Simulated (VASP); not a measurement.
## Dielectric function of CaS (Oldhamite)

Aim: the dielectric function of CaS (Oldhamite) for independent particles, and its static limit with local fields. The cell is of the rock-salt type, one of the forms listed for this formula. The start is a cell from a database of measured crystal structures.

Main program and level: VASP 6.6.1; PBE; plane waves and PAW (Ca_sv, S).

The database entry behind the starting cell differs from later determinations by our own check (0.1 to 0.3 % short, probably kX units), so it need not match the best structure at ambient conditions.

**1. Starting point**

It takes space group Fm-3m (No. 225, cubic). Conventional cell: a = 5.686 Å, b = 5.686 Å, c = 5.686 Å, α = 90.00°, β = 90.00°, γ = 90.00°. Nearest to Ca lie 6 S at 2.84 Å. Nearest to S lie 6 Ca at 2.84 Å. Farther neighbours and most contacts between anions are not listed.

**2. Ground state**

The ground state comes first.

INCAR

```
SYSTEM = CaS
PREC = Accurate
ENCUT = 400
EDIFF = 1E-07
NELM = 100
ISMEAR = 0
SIGMA = 0.05
LREAL = .FALSE.
ALGO = Normal
GGA = PE
NBANDS = 14
LORBIT = 11
LWAVE = .FALSE.
LCHARG = .FALSE.
KPAR = 4
```

POSCAR

```
CaS
1.0
    0.0000000000      2.8430000000      2.8430000000
    2.8430000000      0.0000000000      2.8430000000
    2.8430000000      2.8430000000      0.0000000000
Ca S
1 1
Direct
    0.0000000000      0.0000000000      0.0000000000
    0.5000000000      0.5000000000      0.5000000000
```

KPOINTS

```
Automatic mesh
0
Gamma
7 7 7
0 0 0
```

Potentials, in the order of the species: Ca_sv and S (PBE family, release 64).

The run is started by

```console
$ mpirun -np 4 vasp_std
```

Log:

```text
[banner, memory and clock lines left out]
running    4 mpi-ranks, on    1 nodes
 distrk:  each k-point on    1 cores,    4 groups
 distr:  one band on    1 cores,    1 groups

 POSCAR found type information on POSCAR CaS
 POSCAR found :  2 types and       2 ions
 LDA part: xc-table for (Slater+PW92), standard interpolation
 POSCAR, INCAR and KPOINTS ok, starting setup
 FFT: planning ... GRIDC
 FFT: planning ... GRID_SOFT
 FFT: planning ... GRID
 WAVECAR not read
 entering main loop
       N       E                     dE             d eps       ncg     rms          rms(c)
DAV:   1     0.927931500538E+02    0.92793E+02   -0.67211E+03   560   0.887E+02
DAV:   2    -0.633449153824E+01   -0.99128E+02   -0.94694E+02   698   0.236E+02
DAV:   3    -0.103981875635E+02   -0.40637E+01   -0.40222E+01   744   0.471E+01
DAV:   4    -0.106156372968E+02   -0.21745E+00   -0.21735E+00   800   0.936E+00
DAV:   5    -0.106179713857E+02   -0.23341E-02   -0.23340E-02   724   0.112E+00    0.506E+00
DAV:   6    -0.103631213698E+02    0.25485E+00   -0.47551E-01   656   0.346E+00    0.341E+00
DAV:   7    -0.103556531322E+02    0.74682E-02   -0.11582E-01   742   0.210E+00    0.179E+00
DAV:   8    -0.103621650822E+02   -0.65120E-02   -0.19044E-02   620   0.119E+00    0.233E-01
DAV:   9    -0.103619048219E+02    0.26026E-03   -0.11567E-03   730   0.315E-01    0.828E-02
DAV:  10    -0.103621499002E+02   -0.24508E-03   -0.32356E-04   734   0.134E-01    0.263E-02
DAV:  11    -0.103621901519E+02   -0.40252E-04   -0.83433E-05   620   0.809E-02    0.225E-02
DAV:  12    -0.103621897365E+02    0.41539E-06   -0.39359E-06   770   0.137E-02    0.733E-03
DAV:  13    -0.103621895489E+02    0.18756E-06   -0.69245E-07   686   0.593E-03    0.853E-04
DAV:  14    -0.103621894667E+02    0.82230E-07   -0.18829E-08   334   0.126E-03
   1 F= -.10362189E+02 E0= -.10362189E+02  d E =-.146440E-12
```

The job ended after 2.6 s (4 MPI ranks of Intel Xeon 6975P-C (Granite Rapids), shared host; peak memory 0.56 GiB; 7.8 s of CPU time).

The logs omit lines about the potential files and the build; timing stands in the text.

Parts of OUTCAR (step 2):

```text
ion  position               nearest neighbor table
   1  0.000  0.000  0.000-   2 2.84   2 2.84   2 2.84   2 2.84   2 2.84   2 2.84
   2  0.500  0.500  0.500-   1 2.84   1 2.84   1 2.84   1 2.84   1 2.84   1 2.84

  LATTYP: Found a face centered cubic cell.
 ALAT       =     5.6860000000

 Subroutine GETGRP returns: Found 48 space group operations
 (whereof 48 operations were pure point group operations)

The static configuration has the point symmetry O_h .

 Found     20 irreducible k-points:

   k-points           NKPTS =     20   k-points in BZ     NKDIM =     20   number of bands    NBANDS=     14

   dimension x,y,z NGX =    28 NGY =   28 NGZ =   28
   dimension x,y,z NGXF=    56 NGYF=   56 NGZF=   56

   ENCUT  =  400.0 eV  29.40 Ry    5.42 a.u.   6.56  6.56  6.56*2*pi/ulx,y,z

   NELECT =      16.0000    total number of electrons

 k-points in reciprocal lattice and weights: Automatic mesh
   0.00000000  0.00000000  0.00000000       0.003
   0.14285714  0.00000000  0.00000000       0.023
   0.28571429  0.00000000  0.00000000       0.023
   0.42857143  0.00000000  0.00000000       0.023
   0.14285714  0.14285714  0.00000000       0.017
   0.28571429  0.14285714  0.00000000       0.070
   0.42857143  0.14285714  0.00000000       0.070
  -0.42857143  0.14285714  0.00000000       0.070
  -0.28571429  0.14285714  0.00000000       0.070
[...]
-0.42857143  0.42857143  0.14285714       0.070
  -0.28571429  0.42857143  0.14285714       0.070

 average (electrostatic) potential at core
       1 -45.2735       2 -86.7574

 E-fermi :   2.9933

 k-point     1 :       0.0000    0.0000    0.0000
  band No.  band energies     occupation
    ...
      4     -17.3995      2.00000
      5      -8.5793      2.00000
      6       2.7628      2.00000
      7       2.7628      2.00000
      8       2.7628      2.00000
      9       6.9258      0.00000
     10       6.9258      0.00000
     11       6.9258      0.00000
     12       6.9387      0.00000
     13       7.5253      0.00000
    ...

 k-point     2 :       0.1429    0.0000    0.0000
  band No.  band energies     occupation
    ...
      4     -17.4020      2.00000
      5      -8.4385      2.00000
      6       1.9385      2.00000
      7       2.4761      2.00000
      8       2.4761      2.00000
      9       6.9286      0.00000
     10       7.2206      0.00000
     11       7.2206      0.00000
     12       7.9003      0.00000
     13       8.0553      0.00000
    ...

 k-point     3 :       0.2857    0.0000    0.0000
  band No.  band energies     occupation
    ...
      4     -17.4077      2.00000
      5      -8.1017      2.00000
      6       0.6226      2.00000
      7       1.9678      2.00000
      8       1.9678      2.00000
      9       7.1419      0.00000
     10       7.9521      0.00000
     11       7.9521      0.00000
     12       9.2993      0.00000
     13       9.2993      0.00000
    ...

  Total        0.2777127      0.2777127      0.2777127     -0.0000000      0.0000000      0.0000000
  in kB        9.6815705      9.6815705      9.6815705     -0.0000000      0.0000000      0.0000000
  external PRESSURE =       9.6815705 kB  Pullay stress =       0.0000000 kB

  energy-cutoff  :      400.00
  volume of cell :       45.96
      direct lattice vectors                 reciprocal lattice vectors
     0.000000000  2.843000000  2.843000000    -0.175870559  0.175870559  0.175870559
     2.843000000  0.000000000  2.843000000     0.175870559 -0.175870559  0.175870559
     2.843000000  2.843000000  0.000000000     0.175870559  0.175870559 -0.175870559

 POSITION                                       TOTAL-FORCE (eV/Angst)
 -----------------------------------------------------------------------------------
      0.00000      0.00000      0.00000        -0.000000     -0.000000     -0.000000
      2.84300      2.84300      2.84300         0.000000      0.000000      0.000000
 -----------------------------------------------------------------------------------
    total drift:                                0.000000      0.000000      0.000000

  FREE ENERGIE OF THE ION-ELECTRON SYSTEM (eV)
  ---------------------------------------------------
  free  energy   TOTEN  =       -10.3621894667 eV

  energy  without entropy=      -10.3621894667  energy(sigma->0) =      -10.36218947

 total charge
# of ion       s       p       d       tot
------------------------------------------
    1        2.032   5.858   0.244   8.133
    2        1.314   2.476   0.000   3.790
--------------------------------------------------
tot          3.346   8.334   0.244  11.924

[... 3 further parts left out ...]
```

The gap is read on the k-mesh alone, so it is an upper bound where the band edges lie off the mesh.

Numbers from this step:

```
free energy (TOTEN)            : -10.36 eV
Fermi energy                   : 2.993 eV
pressure                       : 0.9682 GPa
gap on the k-mesh              : 2.412 eV
least direct gap on the k-mesh : 3.201 eV
```

The cell has a gap of 2.41 eV on this mesh.

**3. Spectrum**

LOPTICS sums the direct transitions; the mesh is finer and NBANDS larger than for the ground state.

INCAR, as its differences from that of step 2:

```diff
@@ -10,4 +10,3 @@
 GGA = PE
-NBANDS = 14
-LORBIT = 11
+NBANDS = 28
 LWAVE = .FALSE.
@@ -15 +14,4 @@
 KPAR = 4
+LOPTICS = .TRUE.
+NEDOS = 2000
+CSHIFT = 0.15
```

POSCAR is that of step 2.

KPOINTS

```
Automatic mesh
0
Gamma
11 11 11
0 0 0
```

The run is started by

```console
$ mpirun -np 4 vasp_std
```

Log:

```text
[... set-up lines as in an earlier step ...]
 entering main loop
       N       E                     dE             d eps       ncg     rms          rms(c)
DAV:   1     0.112054970824E+03    0.11205E+03   -0.56005E+03  3136   0.440E+02
DAV:   2    -0.614731217516E+01   -0.11820E+03   -0.11020E+03  3688   0.155E+02
DAV:   3    -0.105297719730E+02   -0.43825E+01   -0.43321E+01  3888   0.292E+01
DAV:   4    -0.106168671027E+02   -0.87095E-01   -0.86984E-01  3936   0.373E+00
DAV:   5    -0.106180637148E+02   -0.11966E-02   -0.11966E-02  3744   0.395E-01    0.505E+00
DAV:   6    -0.103632722007E+02    0.25479E+00   -0.11563E-01  3684   0.172E+00    0.329E+00
DAV:   7    -0.103560891625E+02    0.71830E-02   -0.71158E-02  4224   0.111E+00    0.186E+00
DAV:   8    -0.103626803165E+02   -0.65912E-02   -0.13214E-02  3856   0.628E-01    0.491E-01
DAV:   9    -0.103620291324E+02    0.65118E-03   -0.59944E-04  3520   0.197E-01    0.724E-02
DAV:  10    -0.103622604737E+02   -0.23134E-03   -0.14406E-04  3728   0.610E-02    0.183E-02
DAV:  11    -0.103622967825E+02   -0.36309E-04   -0.47971E-05  3840   0.295E-02    0.208E-02
DAV:  12    -0.103622978316E+02   -0.10491E-05   -0.15176E-06  3684   0.784E-03    0.220E-03
DAV:  13    -0.103622973097E+02    0.52190E-06   -0.18343E-07  3752   0.219E-03    0.213E-03
DAV:  14    -0.103622973768E+02   -0.67090E-07   -0.62576E-08  3916   0.100E-03
   1 F= -.10362297E+02 E0= -.10362297E+02  d E =-.173765E-11
 optical routines
 imaginary and real dielectric function
 recalculating local potential from charge density
 direction            1
 direction            2
 direction            3
```

It took 7.6 s on 4 MPI ranks; peak memory 0.83 GiB.

From OUTCAR (step 3):

```text
The static configuration has the point symmetry O_h .

 Found     56 irreducible k-points:

   k-points           NKPTS =     56   k-points in BZ     NKDIM =     56   number of bands    NBANDS=     28

   NELECT =      16.0000    total number of electrons

 E-fermi :   2.9712

 k-point     1 :       0.0000    0.0000    0.0000
  band No.  band energies     occupation
    ...
      4     -17.3993      2.00000
      5      -8.5795      2.00000
      6       2.7625      2.00000
      7       2.7625      2.00000
      8       2.7625      2.00000
      9       6.9258      0.00000
     10       6.9258      0.00000
     11       6.9258      0.00000
     12       6.9386      0.00000
     13       7.5254      0.00000
    ...

 k-point     2 :       0.0909    0.0000    0.0000
  band No.  band energies     occupation
    ...
      4     -17.4004      2.00000
      5      -8.5208      2.00000
      6       2.3807      2.00000
      7       2.6352      2.00000
      8       2.6352      2.00000
      9       6.9217      0.00000
     10       7.0519      0.00000
     11       7.0519      0.00000
     12       7.3781      0.00000
     13       7.7471      0.00000
    ...

  Total        0.2772209      0.2772209      0.2772209      0.0000000      0.0000000     -0.0000000
  in kB        9.6644228      9.6644228      9.6644228      0.0000000      0.0000000     -0.0000000
  external PRESSURE =       9.6644228 kB  Pullay stress =       0.0000000 kB

 POSITION                                       TOTAL-FORCE (eV/Angst)
 -----------------------------------------------------------------------------------
      0.00000      0.00000      0.00000        -0.000000      0.000000      0.000000
      2.84300      2.84300      2.84300         0.000000     -0.000000     -0.000000
 -----------------------------------------------------------------------------------
    total drift:                                0.000000      0.000000      0.000000

  FREE ENERGIE OF THE ION-ELECTRON SYSTEM (eV)
  ---------------------------------------------------
  free  energy   TOTEN  =       -10.3622973768 eV

  energy  without entropy=      -10.3622973768  energy(sigma->0) =      -10.36229738

 plasma frequency squared (from intraband transitions) (eV^2)
  --------------------------------------------------------------------------------------
       0.000      -0.000      -0.000
      -0.000       0.000       0.000
      -0.000      -0.000       0.000

[... 6 parts as in an earlier step ...]

[... 6 further parts left out ...]
```

These are independent-particle spectra without excitons or local fields, and fine structure depends on the mesh and on CSHIFT.

Numbers from this step:

```yaml
fermi_energy: 2.971 eV
pressure: 0.9664 GPa
gap_on_the_k_mesh: 2.373 eV
least_direct_gap_on_the_k_mesh: 3.174 eV
```

Absorption under the direct gap is the tail of the CSHIFT broadening, and fine structure depends on the mesh. The imaginary dielectric function, xx by photon energy; read off at these points:

photon energy (eV), imaginary dielectric function, xx and a bar:
```
      0.0       0.00 
      1.0       0.05 
      2.0       0.13 
      3.0       0.70 ###
      4.0       4.39 #################
      5.0       6.41 #########################
      5.3       6.77 ##########################
      6.0       7.84 ##############################
      6.6       7.70 #############################
      7.0       6.39 ########################
      7.4       6.91 ##########################
      8.0       5.24 ####################
      9.0       2.94 ###########
     10.0       1.62 ######
     11.0       1.75 #######
     11.5       2.31 #########
     12.0       2.30 #########
     13.0       1.09 ####
     14.0       0.95 ####
     15.0       0.64 ##
     16.0       0.54 ##
     17.0       0.60 ##
     18.0       0.21 #
     19.0       0.18 #
     20.0       0.15 #
     21.0       0.13 
     22.0       0.10 
     23.0       0.25 #
     24.0       0.55 ##
```

Real dielectric function, xx against photon energy:

| photon energy (eV) | real dielectric function, xx |
| --- | --- |
| 0 | 5.47 |
| 1 | 5.62 |
| 2 | 6.15 |
| 3 | 7.87 |
| 4 | 7.79 |
| 5 | 6.07 |
| 6 | 3.09 |
| 7 | 0.734 |
| 8 | -2.02 |
| 9 | -1.59 |
| 10 | -0.443 |
| 11 | 0.0443 |
| 12 | -0.503 |
| 13 | -0.478 |
| 14 | -0.153 |
| 15 | -0.114 |
| 16 | 0.0708 |
| 17 | 0.213 |
| 18 | 0.379 |
| 19 | 0.484 |
| 20 | 0.687 |
| 21 | 0.865 |
| 22 | 1.05 |
| 23 | 1.40 |
| 24 | 1.66 |

(Part 1 of 2 ends here.)

[Lines on the potential files, build, host, timing and source positions are cut from VASP's logs without a mark.]

[Logs are printed without paths, hosts, clocks, repeated set-up lines and the standing remarks that a program may print on its own settings, such as how far it seeks lower states.]

[Hosts, paths, dates, database ids (printed as entryN), source tags and the programs' standing remarks are cut or masked in the printed files.]
